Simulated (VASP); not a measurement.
Set up this calculation in VASP 6.6.1, as the native input.

```yaml
Task: single point
Functional: PBE
Potentials_or_basis: VASP PAW PBE potentials, release 64 (Si, C)
Cutoff: 520 eV
k_mesh: 10 × 10 × 10
Occupations: gaussian, width 0.1 eV
Spin: no spin polarisation
Dipole_correction: no
Further_INCAR_settings: ALGO = Fast; EDIFF = 1e-06; NBANDS = 18
```

The structure of Si4C lies in POSCAR:

```
Si4C
1.0
   -2.5779072686      2.5779072686      2.5779072686
    2.5779072686     -2.5779072686      2.5779072686
    2.5779072686      2.5779072686     -2.5779072686
Si C
4 1
Direct
    0.5000000000      0.5000000000      0.5000000000
    0.5000000000      0.0000000000      0.0000000000
    0.0000000000      0.0000000000      0.5000000000
    0.0000000000      0.5000000000      0.0000000000
    0.0000000000      0.0000000000      0.0000000000
```

The cell was built by a generator and needn't be a form met in nature.

These files were run (other wordings do the same):

INCAR

```
SYSTEM = Si4C
  PREC = Accurate
  ENCUT = 520
  EDIFF = 1E-6
  ISMEAR = 0
  SIGMA = 0.1
  LREAL = .False.
  LASPH = .True.
  NELM = 100
  ALGO = Fast
  ISIF = 2
  LWAVE = .False.
  LCHARG = .False.
  GGA = PE
  NBANDS = 18
```

KPOINTS

```
Automatic mesh
0
Gamma
  10 10 10
  0 0 0
```

Potentials or basis: VASP PAW PBE potentials, release 64 (Si, C).

Command:

```sh
$ cat potpaw_PBE.64/Si/POTCAR potpaw_PBE.64/C/POTCAR > POTCAR
$ mpirun -np 1 vasp_std > vasp.out
```

Results of the run:

```
Pressure               : 0.0 GPa
Band gap on the k mesh : none (metal or under the smearing width)
```

It took 38 s on 1 thread of AMD EPYC 9R45 96-Core Processor (Zen 5) (shared host), peak memory 0.19 GiB.
